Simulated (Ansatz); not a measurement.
## CHF3 (trifluoromethane): the energy, rung by rung

CHF3 has 5 atoms, charge 0, and is taken as a singlet. As SMILES, `FC(F)F`. Geometry: relaxed at GFN2-xTB.

```
atom    x (Å)    y (Å)    z (Å)
   F  -0.6677  -0.3324   1.0751
   C   0.0190   0.0546   0.0068
   F   1.0424  -0.7749  -0.1574
   F  -0.7713  -0.0388  -1.0564
   H   0.3776   1.0915   0.1320
```

Quantity: the energy change with the F1–C2 bond stretched from 1.328 to 1.659 Å, in eV. The values are calculated.

```tsv
level	kind	program	value (eV)	less FCI/STO-3G
SVWN5/STO-3G (restricted)	LDA	Ansatz	0.66	+0.10
revPBE/STO-3G (restricted)	GGA	Ansatz	0.31	-0.25
r2SCAN/STO-3G (restricted)	meta-GGA	Ansatz	0.54	-0.02
B3LYP/STO-3G (restricted)	global hybrid	Ansatz	0.55	-0.01
wB97M-V/STO-3G (restricted)	range-separated hybrid	Ansatz	0.75	+0.19
RPA@PBE/STO-3G (restricted)	RPA	Ansatz	0.33	-0.23
CCSDT/STO-3G (restricted)	coupled cluster or CI	Ansatz	0.56	0.00
FCI/STO-3G	exact in the basis	Ansatz	0.56	0.00
```

FCI/STO-3G is exact within its basis and frozen core, so for wave-function methods in that basis the difference is their error; functionals converge differently with the basis, so for them it is only a difference. The first shape isn't each level's own minimum. The values span 0.31 to 0.75 eV. All rows use very small basis sets, so none should be taken for the real molecule's value.
